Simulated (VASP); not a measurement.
Input of a VASP 6.6.1 run:

INCAR

```
PREC     = Accurate       # precision mode
ENCUT    = 520            # plane-wave cutoff, eV
EDIFF    = 1E-7           # SCF threshold, eV
ISMEAR   = 0              # smearing method
SIGMA    = 0.1            # smearing width, eV
LREAL    = False          # projectors in reciprocal space
LASPH    = True           # aspherical terms in the spheres
NELM     = 100            # most SCF steps
ALGO     = Fast           # electronic algorithm
ISIF     = 2              # what is computed and relaxed
LWAVE    = False          # write WAVECAR
LCHARG   = False          # write CHGCAR
GGA      = PS             # functional
NBANDS   = 15             # bands
```

Contents of KPOINTS:

```
regular mesh
0
Gamma
  6 6 6
```

File POSCAR:

```
BaS
1.0
    0.0000000000      3.1937500000      3.1937500000
    3.1937500000      0.0000000000      3.1937500000
    3.1937500000      3.1937500000      0.0000000000
Ba S
1 1
Direct
    0.0000000000      0.0000000000      0.0000000000
    0.5000000000      0.5000000000      0.5000000000
```

Potentials or basis: VASP PAW PBE potentials, release 64 (Ba_sv, S).

The run is started by

```sh
$ cat potpaw_PBE.64/Ba_sv/POTCAR potpaw_PBE.64/S/POTCAR > POTCAR
$ mpirun -np 1 vasp_std > vasp.out
```

Problem. Estimate the band gap on the k mesh.

Solution. 1.98 eV, indirect (least direct gap 2.12 eV).

Problem. Estimate the pressure.

Solution. -0.5 GPa.

Caveat: the PAW data sets were made with another functional, which shifts forces and pressure a little; spin-orbit coupling is left out, which moves the levels of the heavy elements.

**Measured values to compare with.**

From a printed reference work, monograph, original work of 1988, for a bulk crystal of BaS at 2 K: band gap 3.806 eV (indirect).

A measured gap of BaS is 3.806 eV (indirect; 2 K; a printed reference work, monograph, original work of 1988); the calculated 1.98 eV misses it by -1.82 eV. Spin-orbit coupling on Ba is left out. The value is that of PBEsol on a finite k mesh, which can miss the band edges, without temperature or zero-point motion. Semilocal functionals fall short of measured gaps as a rule.
